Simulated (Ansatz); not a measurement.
# TlCl (Pm-3m): the size of the finite step

```xyz
2
Lattice="3.7692 0.0000 0.0000 0.0000 3.7692 0.0000 0.0000 0.0000 3.7692" Properties=species:S:1:pos:R:3 pbc="T T T"
Tl    0.0000    0.0000    0.0000
Cl    1.8846    1.8846    1.8846
```

Level of theory, where no other is named: PBEsol, PAW on Ansatz 0.2.0's default frozen-core files (fitted under PBE), scalar-relativistic. k mesh 6×6×6, strains of ±0.003, fixed occupations, cutoff 420 eV. The cell was relaxed by PAW under this functional, which moved its volume by -5 % from the database entry's.

Question: Elastic constants come from stresses at strains of ±0.003 (and twice that, four-point stencil): C11 = 47.7, C12 = 21.3, C44 = 10.7 GPa. What does an amplitude of 0.04 give?

Answer: C11 = 47.7, C12 = 21.3, C44 = 10.7 GPa. Nothing moves by 1 %: the four-point stencil cancels the leading anharmonic error.

Known limits: frozen-core PAW files fitted under PBE, their cores solved anew for the functional of the run; no spin-orbit coupling on heavy atoms.
